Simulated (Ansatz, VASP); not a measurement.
## ZnS: VASP beside Ansatz

File POSCAR:

```
ZnS
1.0
    0.0000000000      2.7020000000      2.7020000000
    2.7020000000      0.0000000000      2.7020000000
    2.7020000000      2.7020000000      0.0000000000
Zn S
1 1
Direct
    0.2500000000      0.2500000000      0.2500000000
    0.0000000000      0.0000000000      0.0000000000
```

Contents of INCAR.step1:

```
SYSTEM = ZnS
ALGO     = Normal         ! electronic algorithm
EDIFF    = 1E-4           ! SCF threshold, eV
ENCUT    = 520            ! plane-wave cutoff, eV
GGA      = PE             ! functional
ISMEAR   = 0              ! smearing method
LASPH    = .TRUE.         ! aspherical terms in the spheres
LCHARG   = .FALSE.        ! write CHGCAR
LREAL    = .FALSE.        ! projectors in reciprocal space
LWAVE    = .TRUE.         ! write WAVECAR
NBANDS   = 16             ! bands
NELM     = 80             ! most SCF steps
PREC     = Accurate       ! precision mode
SIGMA    = 0.02           ! smearing width, eV
```

The input INCAR.step2:

```
SYSTEM = ZnS
ALGO     = Normal         ! electronic algorithm
EDIFF    = 1E-6           ! SCF threshold, eV
ENCUT    = 520            ! plane-wave cutoff, eV
ISIF     = 2              ! what is computed and relaxed
ISMEAR   = 0              ! smearing method
ISTART   = 1            
LASPH    = .TRUE.         ! aspherical terms in the spheres
LCHARG   = .TRUE.         ! write CHGCAR
LELF     = .TRUE.         ! ELF
LMIXTAU  = .TRUE.       
LREAL    = .FALSE.        ! projectors in reciprocal space
LVHAR    = .TRUE.       
LWAVE    = .FALSE.        ! write WAVECAR
METAGGA  = R2SCAN         ! meta-GGA
NBANDS   = 16             ! bands
NELM     = 80             ! most SCF steps
PREC     = Accurate       ! precision mode
SIGMA    = 0.02           ! smearing width, eV
```

The input KPOINTS:

```
k-points
0
G
  8 8 8
  0 0 0
```

Input for Ansatz:

```yaml
crystal:
  lattice:
    - [0.0, 2.702, 2.702]
    - [2.702, 0.0, 2.702]
    - [2.702, 2.702, 0.0]
  atoms:
    - { symbol: Zn, position: [0.25, 0.25, 0.25] }
    - { symbol: S, position: [0.0, 0.0, 0.0] }
basis:
  ecutwfc: 500
kpoints:
  mp_grid: { grid: [8, 8, 8] }
hamiltonian:
  xc: r2scan
scf:
  occupations: { method: gaussian, width: 0.02 }
output:
  forces: true
  stress: true
  eigenvalues: true
  populations: true
  write_density: true
  write_potential: true
  elf: true
  volumetric_format: npy
```

Alike in both runs: task single point; functional r2SCAN; k mesh 8 × 8 × 8; occupations gaussian, width 0.02 eV; no spin polarisation.

|  | VASP | Ansatz |
| --- | --- | --- |
| version | VASP 6.6.1 | Ansatz 0.2.0 |
| potentials or method | VASP PAW PBE potentials, release 64 (Zn, S) | scalar-relativistic, plane waves, PAW |
| plane-wave cutoff (eV) | 520 | 500 |
| valence electrons in the cell | 18 | 18 |

VASP gave:

```
gap on the k mesh at the Fermi level (eV) : 2.67
least direct gap on the mesh (eV)         : 2.67
pressure (GPa)                            : -0.6
```

Question: What did Ansatz give for the same quantities?

Answer: gap on the k mesh at the Fermi level (eV): 2.66; least direct gap on the mesh (eV): 2.66; pressure (GPa): -0.6.

Caveats: the PAW data sets were made with another functional, which shifts forces and pressure a little (VASP).
